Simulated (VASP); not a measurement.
# Te2Mo in VASP: a series of runs

One slab, Te2Mo, is run at these levels: PBE+D3(BJ), HSE06, PBE0, PBE; tasks: band structure, phonons.

All numbers are computed with VASP 6.6.1; they aren't measurements. Logs are shortened: lines on timing, memory, paths and dates and some standing lists are left out, and cuts for length are marked.

### Step 1. The structure

The cell holds a slab with vacuum, 3 atoms: a = 3.503 Å, b = 3.503 Å, c = 21.605 Å, α = 90.00°, β = 90.00°, γ = 120.00°.

### Step 2. Band structure, PBE+D3(BJ)

The input, INCAR:

```
PREC = Accurate
ENCUT = 520
EDIFF = 1E-6
ISMEAR = 0
SIGMA = 0.03
LREAL = False
LASPH = True
NELM = 80
ALGO = Normal
ISIF = 2
LWAVE = False
LCHARG = False
LMAXMIX = 4
LDIPOL = True
IDIPOL = 3
DIPOL = 0.5 0.5 0.500
GGA = PE
IVDW = 12
NBANDS = 20
LVHAR = True
LVACPOTAV = True
KPAR = 8
```

The input, KPOINTS:

```
Automatic mesh
0
Gamma
  9 9 1
```

The input, POSCAR:

```
Te2Mo                                   
1.0
    3.5025290828      0.0000000000      0.0000000000
   -1.7512645414      3.0332791676      0.0000000000
    0.0000000000      0.0000000000     21.6051888000
  Te              Mo            
     2     1
Direct
     0.3333333300000021    0.6666666699999979    0.4158430858469302
     0.3333333300000021    0.6666666699999979    0.5841569141530698
     0.6666666699999979    0.3333333300000021    0.5000000000000000
```

The input, KPOINTS_OPT:

```
explicit points
3
Reciprocal
 0.0000000000  0.0000000000  0.0000000000 1
 0.5000000000  0.0000000000  0.0000000000 1
 0.3333333300  0.3333333300  0.0000000000 1
```

Potentials or basis: VASP PAW PBE potentials, release 64 (Te, Mo_sv).

Started as:

```
cat potpaw_PBE.64/Te/POTCAR potpaw_PBE.64/Mo_sv/POTCAR > POTCAR
mpirun -np 8 vasp_std > vasp.out
```

OUTCAR:

```text
PREC = Accurate
   ENCUT = 520
   EDIFF = 1E-6
   ISMEAR = 0
   LREAL = False
   LASPH = True
   NELM = 80
   ISIF = 2
   GGA = PE
   IVDW = 12
 IVDW          = 12

 ion  position               nearest neighbor table
   1  0.333  0.667  0.416-   3 2.72   3 2.72   3 2.72   2 3.64
   2  0.333  0.667  0.584-   3 2.72   3 2.72   3 2.72   1 3.64
   3  0.667  0.333  0.500-   1 2.72   2 2.72   1 2.72   2 2.72   1 2.72   2 2.72

  LATTYP: Found a hexagonal cell.
 ALAT       =     3.5025290828
 C/A-ratio  =     6.1684537913

  Lattice vectors:

 A1 = (   3.5025290828,   0.0000000000,   0.0000000000)
 A2 = (  -1.7512645414,   3.0332791676,   0.0000000000)
 A3 = (   0.0000000000,   0.0000000000,  21.6051888000)

Analysis of symmetry for initial positions (statically):
=====================================================================
 Subroutine PRICEL returns:
 Original cell was already a primitive cell.

 Routine SETGRP: Setting up the symmetry group for a
 hexagonal supercell.

 Subroutine GETGRP returns: Found 12 space group operations
 (whereof 12 operations were pure point group operations)
 out of a pool of 24 trial point group operations.

The static configuration has the point symmetry D_3h.

Analysis of symmetry for dynamics (positions and initial velocities):
=====================================================================
 Subroutine PRICEL returns:
 Original cell was already a primitive cell.

 Routine SETGRP: Setting up the symmetry group for a
 hexagonal supercell.

 Subroutine GETGRP returns: Found 12 space group operations
 (whereof 12 operations were pure point group operations)
 out of a pool of 24 trial point group operations.

The dynamic configuration has the point symmetry D_3h.

 Subroutine INISYM returns: Found 12 space group operations
 (whereof 12 operations are pure point group operations),
 and found     1 'primitive' translations

----------------------------------------------------------------------------------------

                                     Primitive cell

  volume of cell :     229.5367

  direct lattice vectors                    reciprocal lattice vectors
     3.502529083  0.000000000  0.000000000     0.285507979  0.164838108  0.000000000
    -1.751264541  3.033279168  0.000000000     0.000000000  0.329676217  0.000000000
     0.000000000  0.000000000 21.605188800     0.000000000  0.000000000  0.046285178

  length of vectors
     3.502529083  3.502529087 21.605188800     0.329676217  0.329676217  0.046285178

  position of ions in fractional coordinates (direct lattice)
     0.333333330  0.666666670  0.415843086
     0.333333330  0.666666670  0.584156914
     0.666666670  0.333333330  0.500000000

  ion indices of the primitive-cell ions
   primitive index   ion index
                 1           1
                 2           2
                 3           3

----------------------------------------------------------------------------------------

 KPOINTS: Automatic mesh

Automatic generation of k-mesh.
 Grid dimensions read from file:
 generate k-points for:    9    9    1

 Generating k-lattice:

  Cartesian coordinates                     Fractional coordinates (reciprocal lattice)
     0.031723109  0.018315345  0.000000000     0.111111111 -0.000000000  0.000000000
     0.000000000  0.036630691  0.000000000     0.000000000  0.111111111  0.000000000
     0.000000000  0.000000000  0.046285178     0.000000000  0.000000000  1.000000000

  Length of vectors
     0.036630691  0.036630691  0.046285178

  Shift w.r.t. Gamma in fractional coordinates (k-lattice)
     0.000000000  0.000000000  0.000000000

 Subroutine IBZKPT returns following result:
 ===========================================

 Found     12 irreducible k-points:

 Following reciprocal coordinates:
            Coordinates               Weight
  0.000000  0.000000  0.000000      1.000000
  0.111111  0.000000  0.000000      6.000000
  0.222222 -0.000000  0.000000      6.000000
  0.333333  0.000000  0.000000      6.000000
  0.444444 -0.000000  0.000000      6.000000
  0.111111  0.111111  0.000000      6.000000
  0.222222  0.111111  0.000000     12.000000
  0.333333  0.111111  0.000000     12.000000
  0.444444  0.111111  0.000000      6.000000
  0.222222  0.222222  0.000000      6.000000
  0.333333  0.222222  0.000000     12.000000
  0.333333  0.333333  0.000000      2.000000
   k-points           NKPTS =     12   k-points in BZ     NKDIM =     12   number of bands    NBANDS=     20
   number of dos      NEDOS =    301   number of ions     NIONS =      3
   total plane-waves  NPLWV = 127008
   dimension x,y,z NGX =    28 NGY =   28 NGZ =  162
   dimension x,y,z NGXF=    56 NGYF=   56 NGZF=  324
   ions per type =               2   1
   NGX,Y,Z   is equivalent  to a cutoff of  13.29, 13.29, 12.47 a.u.
   NGXF,Y,Z  is equivalent  to a cutoff of  26.58, 26.58, 24.93 a.u.
 SYSTEM =  unknown system
   PREC   = accura    normal or accurate (medium, high low for compatibility)
   ISTART =      0    job   : 0-new  1-cont  2-samecut
   ICHARG =      2    charge: 1-file 2-atom 10-const
   ISPIN  =      1    spin polarized calculation?
   LNONCOLLINEAR =      F non collinear calculations
   LSORBIT =      F    spin-orbit coupling
   LASPH  =      T    aspherical Exc in radial PAW
   ENCUT  =  520.0 eV  38.22 Ry    6.18 a.u.   6.51  6.51 40.17*2*pi/ulx,y,z
   NELM   =     80;   NELMIN=  2; NELMDL= -5     # of ELM steps
   EDIFF  = 0.1E-05   stopping-criterion for ELM
   LREAL  =      F    real-space projection
   EDIFFG = 0.1E-04   stopping-criterion for IOM
   NSW    =      0    number of steps for IOM
   IBRION =     -1    ionic relax: 0-MD 1-quasi-New 2-CG
   NFREE  =      0    steps in history (QN), initial steepest desc. (CG)
   ISIF   =      2    stress and relaxation
   ISYM   =      2    0-nonsym 1-usesym 2-fastsym
   POTIM  = 0.5000    time-step for ionic-motion
   TEBEG  =    0.0;   TEEND  =   0.0 temperature during run
   PSTRESS=    0.0 pullay stress
   NELECT =      26.0000    total number of electrons
   NUPDOWN=      -1.0000    fix difference up-down
   EMIN   =  10.00;   EMAX   =-10.00  energy-range for DOS
   EFERMI =   0.00;   METHOD = LEGACY
   ISMEAR =     0;   SIGMA  =   0.03  broadening in eV -4-tet -1-fermi 0-gaus
   EFERMI_NEDOS =   21; number of points for ismear=-14 and -15
   IALGO  =     38    algorithm
   IMIX   =      4    mixing-type and parameters
     AMIX     =   0.40;   BMIX     =  1.00
     AMIX_MAG =   1.60;   BMIX_MAG =  1.00
  volume/ion in A,a.u.               =      76.51       516.33
  Fermi-wavevector in a.u.,A,eV,Ry     =   0.792103  1.496858  8.536674  0.627428
  Thomas-Fermi vector in A             =   1.897775
   LORBIT       =      0    0 simple, 1 ext, 2 COOP (PROOUT), +10 PAW based schemes
   GGA     = PE    functional components
   LHFCALC =     F    Hartree Fock is set to
   AEXX    =    0.0000 exact exchange contribution
   IVDW    =    12    specifies the selected vdW correction
   LEPSILON=     F    determine dielectric tensor
   LRPA    =     F    only Hartree local field effects (RPA)
 non-spin polarized calculation
 Gauss-broadening in eV      SIGMA  =   0.03
  energy-cutoff  :      520.00
  volume of cell :      229.54
 maximum number of plane-waves:      6249
 NGX is ok and might be reduce to    28
   NGX = 13   NGY = 13   NGZ = 81

 dipolmoment           0.000000      0.000000     -0.000000 electrons x Angstroem

 number of electron      26.0000002 magnetization

 dipolmoment           0.000000      0.000000      0.000000 electrons x Angstroem

 Free energy of the ion-electron system (eV)
  ---------------------------------------------------
  ext. energy  EPLUGINS =         0.00000000
  ---------------------------------------------------
  free energy    TOTEN  =       -18.00805429 eV

  energy without entropy =      -18.00805429  energy(sigma->0) =      -18.00805429

 E-fermi :  -0.3561     XC(G=0):  -3.9366

 val. band max:       -0.6430770808   @ k =   0.3333   0.3333   0.0000
 cond. band min:       0.5498188336   @ k =   0.3333   0.3333   0.0000
 fundamental gap:      1.1928959143
 Fermi energy:        -0.3560882822

 k-point     1 :       0.0000    0.0000    0.0000
  band No.  band energies     occupation
      1     -61.2976      2.00000
      2     -35.4746      2.00000
      3     -35.3296      2.00000
      4     -35.3296      2.00000
      5     -13.3498      2.00000
      6     -12.4227      2.00000
[... 12 lines left out ...]
     19       3.7937      0.00000
     20       4.4534      0.00000

 k-point     2 :       0.1111    0.0000    0.0000
  band No.  band energies     occupation
      1     -61.2964      2.00000
      2     -35.4711      2.00000
      3     -35.3456      2.00000
      4     -35.3333      2.00000
      5     -13.1742      2.00000
      6     -12.2990      2.00000
[... 12 lines left out ...]
     19       4.0059      0.00000
     20       4.6737      0.00000

 k-point     3 :       0.2222   -0.0000    0.0000
  band No.  band energies     occupation
      1     -61.2933      2.00000
      2     -35.4622      2.00000
      3     -35.3858      2.00000
      4     -35.3427      2.00000
      5     -12.6771      2.00000
      6     -11.9503      2.00000
[... 12 lines left out ...]
     19       4.6045      0.00000
     20       5.2342      0.00000

 k-point     4 :       0.3333    0.0000    0.0000
  band No.  band energies     occupation
      1     -61.2898      2.00000
      2     -35.4522      2.00000
      3     -35.4312      2.00000
      4     -35.3534      2.00000
      5     -11.9715      2.00000
      6     -11.4656      2.00000
[... 12 lines left out ...]
     19       5.1923      0.00000
     20       5.3576      0.00000

 k-point     5 :       0.4444   -0.0000    0.0000
  band No.  band energies     occupation
      1     -61.2875      2.00000
      2     -35.4606      2.00000
      3     -35.4456      2.00000
      4     -35.3604      2.00000
      5     -11.3585      2.00000
      6     -11.0654      2.00000
[... 12 lines left out ...]
     19       5.2931      0.00000
     20       5.7813      0.00000

 k-point     6 :       0.1111    0.1111    0.0000
  band No.  band energies     occupation
      1     -61.2942      2.00000
      2     -35.4649      2.00000
      3     -35.3723      2.00000
      4     -35.3413      2.00000
      5     -12.8372      2.00000
      6     -12.0621      2.00000
[... 12 lines left out ...]
     19       4.4205      0.00000
     20       5.0674      0.00000

 k-point     7 :       0.2222    0.1111    0.0000
  band No.  band energies     occupation
      1     -61.2909      2.00000
      2     -35.4555      2.00000
      3     -35.4118      2.00000
      4     -35.3546      2.00000
      5     -12.2292      2.00000
      6     -11.6389      2.00000
[... 12 lines left out ...]
     19       5.1733      0.00000
     20       5.8181      0.00000

 k-point     8 :       0.3333    0.1111    0.0000
  band No.  band energies     occupation
      1     -61.2881      2.00000
      2     -35.4471      2.00000
      3     -35.4461      2.00000
      4     -35.3664      2.00000
      5     -11.5384      2.00000
      6     -11.1732      2.00000
[... 12 lines left out ...]
     19       5.7364      0.00000
     20       5.8659      0.00000

 k-point     9 :       0.4444    0.1111    0.0000
  band No.  band energies     occupation
      1     -61.2869      2.00000
      2     -35.4596      2.00000
      3     -35.4438      2.00000
      4     -35.3711      2.00000
      5     -11.1911      2.00000
      6     -10.9504      2.00000
[... 12 lines left out ...]
     19       6.0621      0.00000
     20       6.5119      0.00000

 k-point    10 :       0.2222    0.2222    0.0000
  band No.  band energies     occupation
      1     -61.2883      2.00000
      2     -35.4477      2.00000
      3     -35.4339      2.00000
      4     -35.3754      2.00000
      5     -11.6145      2.00000
      6     -11.2170      2.00000
[... 12 lines left out ...]
     19       5.7080      0.00000
     20       5.9374      0.00000

 k-point    11 :       0.3333    0.2222    0.0000
  band No.  band energies     occupation
      1     -61.2865      2.00000
      2     -35.4447      2.00000
      3     -35.4427      2.00000
      4     -35.3926      2.00000
      5     -11.1131      2.00000
      6     -10.8815      2.00000
[... 12 lines left out ...]
     19       5.7020      0.00000
     20       6.3359      0.00000

 k-point    12 :       0.3333    0.3333    0.0000
  band No.  band energies     occupation
      1     -61.2859      2.00000
      2     -35.4410      2.00000
      3     -35.4319      2.00000
      4     -35.4151      2.00000
      5     -10.9329      2.00000
      6     -10.7549      2.00000
[... 12 lines left out ...]
     19       4.4940      0.00000
     20       6.6480      0.00000

------------------------ aborting loop because EDIFF is reached ----------------------------------------

 Edisp (eV)   -1.20387

 E8    (eV) :    -0.5854

  FORCE on cell =-STRESS in cart. coord.  units (eV):
  Direction    XX          YY          ZZ          XY          YZ          ZX
  --------------------------------------------------------------------------------------
  -------------------------------------------------------------------------------------
  Total       0.01027     0.01027    -0.00754     0.00000     0.00000     0.00000
  in kB       0.07166     0.07166    -0.05263     0.00000     0.00000     0.00000
  external pressure =        0.03 kB  Pullay stress =        0.00 kB

 VOLUME and BASIS-vectors are now :
 -----------------------------------------------------------------------------
  energy-cutoff  :      520.00
  volume of cell :      229.54
      direct lattice vectors                 reciprocal lattice vectors
     3.502529083  0.000000000  0.000000000     0.285507979  0.164838108  0.000000000
    -1.751264541  3.033279168  0.000000000     0.000000000  0.329676217  0.000000000
     0.000000000  0.000000000 21.605188800     0.000000000  0.000000000  0.046285178

 POSITION                                       TOTAL-FORCE (eV/Angst)
 -----------------------------------------------------------------------------------
     -0.00000      2.02219      8.98437        -0.000000     -0.000000     -0.002731
     -0.00000      2.02219     12.62082        -0.000000     -0.000000      0.002731
      1.75126      1.01109     10.80259         0.000000      0.000000      0.000000
 -----------------------------------------------------------------------------------
    total drift:                               -0.000026      0.000015      0.000000

  FREE ENERGIE OF THE ION-ELECTRON SYSTEM (eV)
  ---------------------------------------------------
  free  energy   TOTEN  =       -19.2119225552 eV

  energy  without entropy=      -19.2119225552  energy(sigma->0) =      -19.21192256

 vacuum level on the upper side and lower side of the slab         4.192         4.192
```

Run time: 26 s. Hardware: 8 MPI ranks of Intel Xeon Platinum 8559C (Emerald Rapids), shared host; peak memory 0.42 GiB.

What came out:

```yaml
Free_energy: -19.2119 eV
Band_gap_on_the_k_mesh: 1.19 eV, direct
Band_gap_along_the_path: 1.19 eV, direct
Dispersion_energy_per_atom: -0.401 eV
Ionisation_potential_of_the_upper_face: 4.84 eV
```

Forces on the atoms (eV/Å):
```
Te   0.000  0.000 -0.003
Te   0.000  0.000  0.003
Mo   0.000  0.000  0.000
```

Caveat: spin-orbit coupling is left out, which moves the levels of the heavy elements.

### Step 3. Band structure, HSE06

POSCAR is that of step 2.

The input, INCAR.step1:

```
PREC = Accurate
ENCUT = 520
EDIFF = 1E-5
ISMEAR = 0
SIGMA = 0.03
LREAL = False
LASPH = True
NELM = 80
ALGO = Normal
ISIF = 2
LWAVE = True
LCHARG = False
LMAXMIX = 4
LDIPOL = True
IDIPOL = 3
DIPOL = 0.5 0.5 0.500
NBANDS = 20
LVHAR = True
LVACPOTAV = True
KPAR = 8
GGA = PE
```

The input, INCAR.step2:

```
PREC = Accurate
ENCUT = 520
EDIFF = 1E-6
ISMEAR = 0
SIGMA = 0.03
LREAL = False
LASPH = True
NELM = 80
ALGO = Normal
ISIF = 2
LWAVE = False
LCHARG = False
LMAXMIX = 4
LDIPOL = True
IDIPOL = 3
DIPOL = 0.5 0.5 0.500
GGA = PE
LHFCALC = True
HFSCREEN = 0.2
PRECFOCK = Fast
NBANDS = 20
LVHAR = True
LVACPOTAV = True
KPAR = 8
ISTART = 1
```

KPOINTS is that of step 2.

KPOINTS_OPT is that of step 2.

Potentials or basis: VASP PAW PBE potentials, release 64 (Te, Mo_sv).

Started as:

```
cat potpaw_PBE.64/Te/POTCAR potpaw_PBE.64/Mo_sv/POTCAR > POTCAR
cp INCAR.step1 INCAR
mpirun -np 8 vasp_std > vasp.out
cp INCAR.step2 INCAR
mpirun -np 8 vasp_std > vasp.out
```

It took 8 min on 8 MPI ranks of Intel Xeon Platinum 8559C (Emerald Rapids), shared host; peak memory 0.57 GiB.

The run converged. Its results:

```yaml
Free_energy: -21.8787 eV
Largest_force: 0.434 eV/Å
Band_gap_on_the_k_mesh: 1.65 eV, direct
Band_gap_along_the_path: 1.65 eV, direct
Ionisation_potential_of_the_upper_face: 5.16 eV
```

Forces in eV/Å, atoms in the order of the input:
```
Te   0.000  0.000  0.434
Te   0.000  0.000 -0.434
Mo   0.000  0.000  0.000
```

Levels at points of the mesh, in eV from the valence-band top:
```tsv
k point	band 10	band 11	band 12	band 13	band 14	band 15	band 16	band 17
(0.00, 0.00, 0.00)	-1.92	-0.96	-0.96	-0.67	3.82	3.82	4.14	4.14
```

Caveat: the PAW data sets were made with another functional, which shifts forces and pressure a little; spin-orbit coupling is left out, which moves the levels of the heavy elements.

(Part 1 of 3 ends here.)
